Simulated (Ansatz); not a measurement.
Crystal: Ge.

```
Ge
1.0
     5.93000    0.00000    0.00000
     0.00000    5.93000    0.00000
     0.00000    0.00000    6.98000
Ge
12
Cartesian
  2.2237 0.9885 5.2350
  1.9765 5.1887 3.4900
  3.7062 4.9415 1.7450
  3.9535 0.7412 0.0000
  5.1887 1.9765 3.4900
  4.9415 3.7062 5.2350
  0.7412 3.9535 0.0000
  0.9885 2.2237 1.7450
  3.4097 2.5202 1.7450
  5.4852 5.4852 3.4900
  2.5202 3.4097 5.2350
  0.4447 0.4447 0.0000
```

This isn't the form of Ge at room conditions, which is diamond.

- Program: Ansatz 0.2.0
- Task: single point
- Functional: PBEsol
- Potentials or basis: Ansatz PAW
- Cutoff: 420 eV (not typed: the program's choice for these potentials)
- k mesh: 5 × 5 × 4
- Occupations: fermi-dirac, width 0.05 eV
- Spin: no spin polarisation

On this cell: pressure 0.5 GPa; largest force 0.854 eV/Å; band gap on the k mesh 0.67 eV, direct.

The same run follows on a disturbed copy (atoms moved at random, drawn with an rms of 0.05 Å):

```xyz
12
Lattice="5.9300 0.0000 0.0000 0.0000 5.9300 0.0000 0.0000 0.0000 6.9800" Properties=species:S:1:pos:R:3 pbc="T T T"
Ge    2.2507    1.0259    5.2396
Ge    1.9388    5.1764    3.4503
Ge    3.7008    4.9654    1.7370
Ge    3.9763    0.7034   -0.0164
Ge    5.1893    2.0011    3.5204
Ge    4.9242    3.7176    5.2603
Ge    0.7658    3.9582   -0.0043
Ge    0.9621    2.1888    1.7381
Ge    3.3577    2.5060    1.7396
Ge    5.4779    5.4803    3.4708
Ge    2.5265    3.4532    5.2163
Ge    0.4487    0.4235   -0.0463
```

What does the disturbed cell give?

The energy moves by +7.8 meV/atom; pressure 0.5 GPa; largest force 1.175 eV/Å; band gap on the k mesh 0.60 eV, indirect (least direct gap 0.62 eV).

Forces on the atoms (eV/Å):
```
Ge  -0.435 -0.506 -0.272
Ge   0.490 -0.001  0.362
Ge   0.225 -0.316  0.201
Ge  -0.375  0.652  0.138
Ge  -0.467 -0.084 -0.401
Ge   0.449  0.461 -0.166
Ge   0.256 -0.403 -0.041
Ge  -0.329 -0.249 -0.222
Ge   1.093 -0.425  0.063
Ge  -0.817 -0.408  0.169
Ge  -0.774  0.425  0.025
Ge   0.685  0.854  0.145
```

Stress tensor (GPa, compression positive):
```
 1.65 -0.07 -0.14
-0.07  0.41 -0.25
-0.14 -0.25 -0.52
```

Caveats: odd divisions of the mesh miss points on the zone boundary, where band edges often lie, so the gap on the mesh can be too wide; the PAW data sets come from PBE, with cores solved anew for the run's functional, which leaves a small shift of forces and pressure.

A k mesh can miss the band edges.
